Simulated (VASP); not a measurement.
## Mg$_{2}$Ge (strained antifluorite): one r²SCAN single-point calculation in two programs

```
CELL_PARAMETERS angstrom
0.00000 3.21493 3.21493
3.21493 0.00000 3.21493
3.21493 3.21493 0.00000
ATOMIC_POSITIONS crystal
Ge 0.00000 0.00000 0.00000
Mg 0.25000 0.25000 0.25000
Mg 0.75000 0.75000 0.75000
```

The two codes use different PAW datasets and cutoffs. VASP's cell holds 18 valence electrons and Ansatz's 34. Ansatz's stress includes a Pulay correction; VASP's doesn't.

Cutoffs: 520 eV in VASP, 500 eV in Ansatz. k meshes: 8×8×8 and 8×8×8.

|  | VASP | Ansatz |
| --- | --- | --- |
| gap between bands v and c | 0.46 eV | 0.46 eV |
| least direct gap | 1.48 eV | 1.49 eV |
| pressure | -1.8 GPa | -1.6 GPa |

Band v is the last that the valence electrons fill when counted band by band, and c is the next. Levels in eV from the top of v, Ansatz:

```csv
point,v−1,v,c,c+1
Γ,0.00,0.00,1.49,3.12
X,-2.05,-2.05,0.46,0.93
K,-3.51,-1.71,1.06,3.50
L,-0.75,-0.75,1.43,3.07
W,-3.68,-2.70,3.10,4.15
```

VASP:

```json
{"point": "Γ", "v−1": "0.00", "v": "0.00", "c": "1.48", "c+1": "3.10"}
{"point": "X", "v−1": "-2.06", "v": "-2.06", "c": "0.46", "c+1": "0.90"}
{"point": "K", "v−1": "-3.52", "v": "-1.72", "c": "1.05", "c+1": "3.48"}
{"point": "L", "v−1": "-0.76", "v": "-0.76", "c": "1.40", "c+1": "3.06"}
{"point": "W", "v−1": "-3.69", "v": "-2.71", "c": "3.10", "c+1": "4.14"}
```
